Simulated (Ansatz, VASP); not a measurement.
GaAs in VASP and in Ansatz

```
As Ga
1.0
     0.00000    2.82685    2.82685
     2.82685    0.00000    2.82685
     2.82685    2.82685    0.00000
As Ga
1 1
Cartesian
  4.2403 4.2403 4.2403
  0.0000 0.0000 0.0000
```

Alike in both runs: task band structure; functional LDA; k mesh 8 × 8 × 8; occupations fermi-dirac, width 0.05 eV; no spin polarisation.

|  | VASP | Ansatz |
| --- | --- | --- |
| version | VASP 6.6.1 | Ansatz 0.2.0 |
| potentials or method | VASP PAW LDA potentials, release 64 (As, Ga_d) | Ansatz PAW |
| plane-wave cutoff (eV) | 520 | 420 |
| valence electrons in the cell | 18 | 28 |

|  | VASP | Ansatz | Ansatz less VASP |
| --- | --- | --- | --- |
| gap on the k mesh at the Fermi level (eV) | 0.33 | 0.28 | -0.048 |
| least direct gap on the mesh (eV) | 0.33 | 0.28 | -0.048 |
| gap along the band path (eV) | 0.33 | 0.28 | -0.048 |
| pressure (GPa) | -1.6 | -1.9 | -0.28 |

The two sets of potentials don't hold the same shells in valence.

Caveats: the PAW data sets come from PBE, with cores solved anew for the run's functional, which leaves a small shift of forces and pressure (Ansatz).
